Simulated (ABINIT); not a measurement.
# WC (Qusongite) (P-6m2) in ABINIT: a series of runs

The runs below take WC (Qusongite) through band structure, with TB-mBJ, PBE.

Program: ABINIT 10.8.3 (patched build). These are calculated values, not measurements. Logs are shortened: lines on timing, memory, paths and dates and some standing lists are left out, and cuts for length are marked. The log counts tension as positive stress, the text compression.

**1. The crystal as given**

The structure is hexagonal, space group P-6m2 (No. 187). The conventional cell has a = 2.907 Å, b = 2.907 Å, c = 2.837 Å, α = 90.00°, β = 90.00°, γ = 120.00°. W (site symmetry -6m2) has 6 C at 2.20 Å as nearest neighbours. C (site symmetry -6m2) has 6 W at 2.20 Å as nearest neighbours.

**2. Band structure, TB-mBJ**

run.abi

```
# Datasets: ground state, then fixed potential
ndtset 2

# Pseudopotentials
pp_dirpath "./"
pseudos "W.GGA_PBE-JTH.xml, C.GGA_PBE-JTH.xml"

# Structure
acell 5.4924889812 5.4924889812 5.3603971251
rprim
     1.0000000000     0.0000000000     0.0000000000
    -0.5000000000     0.8660254038     0.0000000000
     0.0000000000     0.0000000000     1.0000000000
ntypat 2
znucl 74 6
natom 2
typat 1 2
xred
     0.0000000000     0.0000000000     0.0000000000
     0.6666666667     0.3333333333     0.5000000000

# Plane-wave basis
ecut 23.0
pawecutdg 45.0

# Exchange and correlation
ixc -208012
usekden 1
pawxcdev 0

# Bands and occupations
occopt 3
tsmear 0.00183747

# SCF cycle
nstep 100
diemix 0.3
optforces 0
optstress 0

# Output
iomode 3
prtwf 0
prteig 0
prtebands 0
enunit 1
prtden1 1
prtkden1 1
prtvha1 1
prtvclmb1 1
prtpot1 1

# Dataset 1
kptopt1 1
ngkpt1 10 10 9
nshiftk1 1
shiftk1 0.0 0.0 0.0
nband1 13
tolvrs1 1.0e-7

# Dataset 2: bands along G-M-K-G-A-L-H-A
iscf2 -2
getden2 1
getkden2 1
nband2 19
nbdbuf2 4
tolwfr2 1.0e-11
kptopt2 -7
ndivsm2 8
prteig2 1
kptbounds2
     0.0000000000     0.0000000000     0.0000000000
     0.5000000000     0.0000000000     0.0000000000
     0.3333333333     0.3333333333     0.0000000000
     0.0000000000     0.0000000000     0.0000000000
     0.0000000000     0.0000000000     0.5000000000
     0.5000000000     0.0000000000     0.5000000000
     0.3333333333     0.3333333333     0.5000000000
     0.0000000000     0.0000000000     0.5000000000
```

Potentials or basis: JTH PAW PBE v2.0.

Launch:

```
> abinit run.abi > log 2>&1
```

run.abo:

```text
.Version 10.8.3 of ABINIT
 DATASET    1 : space group P-6 m 2 (#187); Bravais hP (primitive hexag.)
================================================================================
 Values of the parameters that define the memory need for DATASET  1.
     intxc =       0    ionmov =       0      iscf =       7    lmnmax =      18
     lnmax =       6     mgfft =      24  mpssoang =       3    mqgrid =    3001
     natom =       2  nloc_mem =       2    nspden =       1   nspinor =       1
    nsppol =       1      nsym =      12    n1xccc =       1    ntypat =       2
    occopt =       3   xclevel =       2
       mpw =         750          nfft =       13824          nkpt =          70
 PAW method is used; the additional fine FFT grid is defined by:
   mgfftf=        36    nfftf =     46656
================================================================================
================================================================================

 DATASET    2 : space group P-6 m 2 (#187); Bravais hP (primitive hexag.)
================================================================================
 Values of the parameters that define the memory need for DATASET  2.
     intxc =       0    ionmov =       0      iscf =      -2    lmnmax =      18
     lnmax =       6     mgfft =      24  mpssoang =       3    mqgrid =    3001
     natom =       2  nloc_mem =       2    nspden =       1   nspinor =       1
    nsppol =       1      nsym =      12    n1xccc =       1    ntypat =       2
    occopt =       3   xclevel =       2
       mpw =         762          nfft =       13824          nkpt =          89
 PAW method is used; the additional fine FFT grid is defined by:
   mgfftf=        36    nfftf =     46656
================================================================================
================================================================================

--------------------------------------------------------------------------------
------------- Echo of variables that govern the present computation ------------
--------------------------------------------------------------------------------
 -outvars: echo values of preprocessed input variables --------
            acell      5.4924889812E+00  5.4924889812E+00  5.3603971251E+00 Bohr
              amu      1.83850000E+02  1.20110000E+01
           diemix      3.00000000E-01
             ecut      2.30000000E+01 Hartree
           enunit           1
           getden1          0
           getden2          1
          getkden1          0
          getkden2          1
             iscf1          7
             iscf2         -2
                       outvar_i_n : Printing only first  50 k-points.
              ixc     -208012
           jdtset        1    2
                       outvar_i_n : Printing only first  50 k-points.
           kptopt1          1
           kptopt2         -7
         kptrlatt       10    0    0      0   10    0      0    0    9
          kptrlen1     4.82435741E+01
          kptrlen2     3.00000000E+01
            natom           2
            nband1         13
            nband2         19
           nbdbuf1          0
           nbdbuf2          4
           ndtset           2
           ndivsm1          0
           ndivsm2          8
            ngfft          24      24      24
          ngfftdg          36      36      36
             nkpt1         70
             nkpt2         89
            nstep         100
             nsym          12
           ntypat           2
                       prtocc : prtvol=0, do not print more k-points.
           occopt           3
        optforces           0
        optstress           0
        pawecutdg      4.50000000E+01 Hartree
         pawxcdev           0
        prtebands           0
           prteig1          0
           prteig2          1
          prtkden           1
           prtpot1          1
           prtpot2          0
         prtvclmb1          1
         prtvclmb2          0
           prtvha1          1
           prtvha2          0
            prtwf           0
            rprim      1.0000000000E+00  0.0000000000E+00  0.0000000000E+00
                      -5.0000000000E-01  8.6602540380E-01  0.0000000000E+00
                       0.0000000000E+00  0.0000000000E+00  1.0000000000E+00
[... 252 lines left out ...]
  3.59E-12  2.84E-12  2.37E-12  1.30E-12  3.89E-13  5.93E-13  1.55E-12  4.22E-12
  1.36E-12  6.29E-07  1.48E-06
 -2.3386E+00 -1.0201E+00 -1.0166E+00 -1.0166E+00 -1.7255E-01  2.1436E-01
  2.4606E-01  2.4606E-01  3.7115E-01  4.8974E-01  4.8974E-01  5.8348E-01
  5.8348E-01  6.1509E-01  9.1731E-01  9.9941E-01  9.9941E-01  1.1765E+00
  1.2731E+00
 Non-SCF case, kpt    2 (  0.03571  0.00000  0.00000), residuals and eigenvalues=
  2.29E-12  4.01E-12  2.06E-12  5.24E-12  2.91E-12  8.80E-12  4.30E-13  8.76E-12
  4.62E-13  1.20E-12  6.93E-12  1.83E-12  2.38E-12  3.83E-12  5.34E-12  1.25E-11
[... 687 lines left out ...]
  1.54E-12  7.44E-12  5.03E-12  1.75E-12  3.39E-12  1.63E-12  2.91E-12  2.27E-12
  1.45E-08  4.04E-08  4.30E-08
 -2.3370E+00 -1.0476E+00 -1.0144E+00 -1.0141E+00 -3.0848E-02  5.4640E-02
  2.8954E-01  2.9032E-01  3.4821E-01  3.5227E-01  5.0723E-01  5.4755E-01
  5.5051E-01  7.5753E-01  8.2505E-01  1.0488E+00  1.2680E+00  1.2744E+00
  1.2746E+00
 Non-SCF case, kpt   89 (  0.00000  0.00000  0.50000), residuals and eigenvalues=
  2.96E-12  6.82E-13  5.20E-12  8.87E-12  9.62E-12  5.14E-12  8.44E-12  1.19E-12
  2.96E-12  9.76E-12  3.37E-12  5.99E-12  5.82E-12  2.87E-12  6.03E-13  4.59E-11
  3.93E-06  6.24E-08  5.11E-05
 -2.3370E+00 -1.0476E+00 -1.0140E+00 -1.0140E+00 -3.0399E-02  5.3027E-02
  2.9121E-01  2.9121E-01  3.5065E-01  3.5065E-01  5.0537E-01  5.4785E-01
  5.4785E-01  7.5480E-01  8.2171E-01  1.0499E+00  1.2709E+00  1.2743E+00
  1.2743E+00

Result for kinetic energy density :

--------------------------------------------------------------------------------
 Total kinetic energy density [Ha/Bohr^3]
)     Maximum=    6.9493E-01  at reduced coord.    0.6667    0.3333    0.5000
)     Minimum=    1.1848E-02  at reduced coord.    0.3333    0.6667    0.0000
   Integrated=    1.0143E+01
--------------------------------------------------------------------------------

--- !ResultsGS
iteration_state: {dtset: 2, }
comment   : Summary of ground state results
lattice_vectors:
- [  5.4924890,   0.0000000,   0.0000000, ]
- [ -2.7462445,   4.7566350,   0.0000000, ]
- [  0.0000000,   0.0000000,   5.3603971, ]
lattice_lengths: [   5.49249,    5.49249,    5.36040, ]
lattice_angles: [ 90.000,  90.000, 120.000, ] # degrees, (23, 13, 12)
lattice_volume:   1.4004448E+02
convergence: {deltae:  0.000E+00, res2:  0.000E+00, residm:  9.941E-12, diffor:  0.000E+00, }
etotal    :  -6.20451050E+01
entropy   :   0.00000000E+00
fermie    :   3.70751426E-01
cartesian_stress_tensor: null
pressure_GPa: null
xred      :
- [  0.0000E+00,   0.0000E+00,   0.0000E+00,  W]
- [  6.6667E-01,   3.3333E-01,   5.0000E-01,  C]
cartesian_forces: null
force_length_stats: {min: null, max: null, mean: null, }
...

 Integrated electronic density in atomic spheres:
 ------------------------------------------------
 Atom  Sphere_radius  Integrated_density
    1        2.41189         11.84411356
    2        1.50737          2.47309966

================================================================================

 ----iterations are completed or convergence reached----

 Mean square residual over all n,k,spin=   43.014E-13; max=  99.411E-13
 reduced coordinates (array xred) for    2 atoms
       0.000000000000      0.000000000000      0.000000000000
       0.666666666667      0.333333333333      0.500000000000

 cartesian coordinates (angstrom) at end:
    1      0.00000000000000     0.00000000000000     0.00000000000000
    2      1.45324999900754     0.83903427814190     1.41829999903425
 length scales=  5.492488981200  5.492488981200  5.360397125100 bohr
              =  2.906499998015  2.906499998015  2.836599998068 angstroms
 Eigenvalues (   eV  ) for nkpt=  89  k points:
 kpt#   1, nband= 19, wtk=  1.00000, kpt=  0.0000  0.0000  0.0000 (reduced coord)
 -63.63534  -27.75829  -27.66197  -27.66197   -4.69535    5.83296    6.69575    6.69575
  10.09954   13.32663   13.32663   15.87729   15.87729   16.73748   24.96131   27.19520
  27.19520   32.01286   34.64348
 kpt#   2, nband= 19, wtk=  1.00000, kpt=  0.0357  0.0000  0.0000 (reduced coord)
 -63.63458  -27.75689  -27.67284  -27.66440   -4.66246    5.84673    6.64471    6.72738
   9.98586   13.31423   13.45368   15.79858   15.85275   16.84739   24.86818   27.26810
  27.36423   31.70460   34.86461
 kpt#   3, nband= 19, wtk=  1.00000, kpt=  0.0714  0.0000  0.0000 (reduced coord)
 -63.63238  -27.75274  -27.70480  -27.67158   -4.56490    5.86848    6.51777    6.82131
   9.69102   13.27773   13.78458   15.58401   15.78115   17.15254   24.66356   27.48311
  27.78399   31.08595   34.89151
 kpt#   4, nband= 19, wtk=  1.00000, kpt=  0.1071  0.0000  0.0000 (reduced coord)
 -63.62885  -27.75597  -27.74606  -27.68312   -4.40592    5.81404    6.41926    6.97407
   9.29863   13.21906   14.23139   15.26900   15.67104   17.60759   24.45747   27.83036
  28.30637   30.45029   35.19890
 kpt#   5, nband= 19, wtk=  1.00000, kpt=  0.1429  0.0000  0.0000 (reduced coord)
[... 325 lines left out ...]
   9.03891    9.93915   14.13149   14.87275   15.52074   21.16518   23.11034   28.25228
  33.63243   34.75841   34.81374
 kpt#  87, nband= 19, wtk=  1.00000, kpt=  0.0417  0.0417  0.5000 (reduced coord)
 -63.59055  -28.49904  -27.63389  -27.60264   -0.87522    1.61600    7.74167    7.83613
   9.29359    9.71822   13.93971   14.88206   15.19033   20.82943   22.71145   28.43625
  34.23178   34.70297   34.71147
 kpt#  88, nband= 19, wtk=  1.00000, kpt=  0.0208  0.0208  0.5000 (reduced coord)
 -63.59275  -28.50566  -27.60363  -27.59563   -0.83941    1.48683    7.87873    7.89992
   9.47524    9.58581   13.80239   14.89962   14.98012   20.61347   22.45079   28.53832
  34.50454   34.67718   34.68277
 kpt#  89, nband= 19, wtk=  1.00000, kpt=  0.0000  0.0000  0.5000 (reduced coord)
 -63.59350  -28.50791  -27.59330  -27.59330   -0.82721    1.44293    7.92418    7.92418
   9.54179    9.54179   13.75171   14.90779   14.90779   20.53911   22.35999   28.57047
  34.58283   34.67483   34.67516

== END DATASET(S) ==============================================================
================================================================================

 -outvars: echo values of variables after computation  --------
            acell      5.4924889812E+00  5.4924889812E+00  5.3603971251E+00 Bohr
           etotal1    -6.2045104955E+01
            fcart1     9.9999999999E+99  9.9999999999E+99  9.9999999999E+99
                       9.9999999999E+99  9.9999999999E+99  9.9999999999E+99
            rprim      1.0000000000E+00  0.0000000000E+00  0.0000000000E+00
                      -5.0000000000E-01  8.6602540380E-01  0.0000000000E+00
                       0.0000000000E+00  0.0000000000E+00  1.0000000000E+00
           strten1     9.9999999999E+99  9.9999999999E+99  9.9999999999E+99
                       9.9999999999E+99  9.9999999999E+99  9.9999999999E+99
           xangst      0.0000000000E+00  0.0000000000E+00  0.0000000000E+00
                       1.4532499990E+00  8.3903427814E-01  1.4182999990E+00
             xred      0.0000000000E+00  0.0000000000E+00  0.0000000000E+00
                       6.6666666667E-01  3.3333333333E-01  5.0000000000E-01
 Calculation completed.
```

Run time: 4 min. Hardware: 1 thread of Arm Neoverse V1, shared host; peak memory 0.14 GiB.

What came out:

```yaml
Band_gap_on_the_k_mesh: none (metal or under the smearing width)
Valence_electrons_inside_the_program's_atomic_spheres: W 11.84; C 2.47
```

Levels at the corners of the path, in eV from the Fermi level:
| point | band 6 | band 7 | band 8 | band 9 | band 10 | band 11 | band 12 | band 13 |
| --- | --- | --- | --- | --- | --- | --- | --- | --- |
| Γ | -4.26 | -3.39 | -3.39 | 0.01 | 3.24 | 3.24 | 5.79 | 5.79 |
| M | -7.07 | -3.77 | -3.50 | -0.53 | 2.34 | 4.61 | 4.94 | 7.14 |
| K | -6.63 | -4.45 | -3.62 | 0.66 | 0.92 | 2.18 | 3.34 | 9.46 |
| Γ | -4.26 | -3.39 | -3.39 | 0.01 | 3.24 | 3.24 | 5.79 | 5.79 |
| A | -8.65 | -2.16 | -2.16 | -0.55 | -0.55 | 3.66 | 4.82 | 4.82 |
| L | -6.52 | -4.45 | -4.24 | 0.31 | 4.43 | 5.32 | 6.79 | 9.47 |
| H | -7.22 | -5.50 | -1.72 | -0.62 | 4.48 | 6.46 | 7.69 | 9.21 |
| A | -8.65 | -2.16 | -2.16 | -0.55 | -0.55 | 3.66 | 4.82 | 4.82 |

Caveat: the constant c of TB-mBJ comes from the pseudo density here, which moves gaps by up to 0.3 eV between sets of potentials; the PAW data sets were made with another functional, which shifts forces and pressure a little; spin-orbit coupling is left out, which moves the levels of the heavy elements.

**3. Band structure, PBE**

run.abi: that of step 2 with these lines changed.

```diff
@@ -22,9 +22,8 @@
 # Plane-wave basis
-ecut 23.0
-pawecutdg 45.0
+ecut 19.0
+pawecutdg 38.0
+pawxcdev 0
 
 # Exchange and correlation
-ixc -208012
-usekden 1
-pawxcdev 0
+ixc 11
 
@@ -36,5 +35,2 @@
 nstep 100
-diemix 0.3
-optforces 0
-optstress 0
 
@@ -47,3 +43,2 @@
 prtden1 1
-prtkden1 1
 prtvha1 1
@@ -58,3 +53,3 @@
 nband1 13
-tolvrs1 1.0e-7
+tolvrs1 1.0e-9
 
@@ -63,3 +58,2 @@
 getden2 1
-getkden2 1
 nband2 19
```

Potentials or basis: JTH PAW PBE v2.0.

Launch:

```
> abinit run.abi > log 2>&1
```

It took 35 s on 1 thread of Arm Neoverse V1, shared host; peak memory 0.11 GiB.

Results (log left out):

- Free energy: -2035.1375 eV
- Pressure: 6.3 GPa
- Band gap on the k mesh: none (metal or under the smearing width)
- Valence electrons inside the program's atomic spheres: W 11.87; C 2.48

Stress tensor (GPa, compression positive):
```
6.43 0.00 0.00
0.00 6.43 0.00
0.00 0.00 5.93
```

Levels at the corners of the path, in eV from the Fermi level:
```tsv
point	band 7	band 8	band 9	band 10	band 11	band 12
Γ	-3.33	-3.33	0.09	3.24	3.24	5.63
M	-3.62	-3.57	-0.46	2.35	4.54	4.89
K	-4.56	-3.45	0.62	0.99	2.06	3.23
Γ	-3.33	-3.33	0.09	3.24	3.24	5.63
A	-2.01	-2.01	-0.58	-0.58	3.67	4.54
L	-4.32	-4.19	0.28	4.44	5.31	6.65
H	-5.40	-1.62	-0.65	4.41	6.39	7.60
A	-2.01	-2.01	-0.58	-0.58	3.67	4.54
```

Caveat: spin-orbit coupling is left out, which moves the levels of the heavy elements.

**4. Band structure, PBE, spin-orbit coupling, no magnetisation**

run.abi: that of step 3 with these lines changed.

```diff
@@ -33,2 +33,7 @@
 
+# Spin
+nspinor 2
+nspden 1
+pawspnorb 1
+
 # SCF cycle
@@ -48,3 +53,3 @@
 # Dataset 1
-kptopt1 1
+kptopt1 4
 ngkpt1 10 10 9
@@ -52,3 +57,3 @@
 shiftk1 0.0 0.0 0.0
-nband1 13
+nband1 26
 tolvrs1 1.0e-9
@@ -58,4 +63,4 @@
 getden2 1
-nband2 19
-nbdbuf2 4
+nband2 38
+nbdbuf2 8
 tolwfr2 1.0e-11
```

Launch:

```
> abinit run.abi > log 2>&1
```

Run time: 3.8 min. Hardware: 1 thread of Arm Neoverse V1, shared host; peak memory 0.19 GiB.

Results (log left out):

| Quantity | Value |
| --- | --- |
| Free energy | -2035.9880 eV |
| Pressure | 6.9 GPa |
| Band gap on the k mesh | none (metal or under the smearing width) |
| Valence electrons inside the program's atomic spheres | W 11.88; C 2.48 |

Stress tensor (GPa, compression positive):
```
7.07 0.00 0.00
0.00 7.07 0.00
0.00 0.00 6.57
```

Levels at the corners of the path, in eV from the Fermi level:
```
point  band 16  band 17  band 18  band 19  band 20  band 21
    Γ    -3.22     0.07     0.07     3.00     3.00     3.39
    M    -3.60    -0.48    -0.48     2.30     2.30     4.34
    K    -3.42     0.35     0.70     0.73     1.17     2.02
    Γ    -3.22     0.07     0.07     3.00     3.00     3.39
    A    -2.01    -0.88    -0.88    -0.32    -0.32     3.56
    L    -4.21     0.29     0.29     4.35     4.35     5.19
    H    -1.57    -0.73    -0.51     4.26     4.34     6.27
    A    -2.01    -0.88    -0.88    -0.32    -0.32     3.56
```

**5. Overview**

```csv
level,spin,cutoff (eV),fine-grid cutoff,gap on the mesh (eV),pressure (GPa)
TB-mBJ,off,626,1224.51 eV,none,-
PBE,off,517,1034.03 eV,none,6.3
PBE,"SOC, no magnetisation",517,1034.03 eV,none,6.9
```

Alike in all rows: task band structure; potentials or basis JTH PAW PBE v2.0; cell as given; k mesh 10 × 10 × 9; smearing fermi-dirac 0.05 eV.

Caveats: spin-orbit coupling is left out, which moves the levels of the heavy elements (some runs); the constant c of TB-mBJ comes from the pseudo density here, which moves gaps by up to 0.3 eV between sets of potentials (some runs); the PAW data sets were made with another functional, which shifts forces and pressure a little (some runs).

Absolute energies hang on the potentials; compare differences alone.
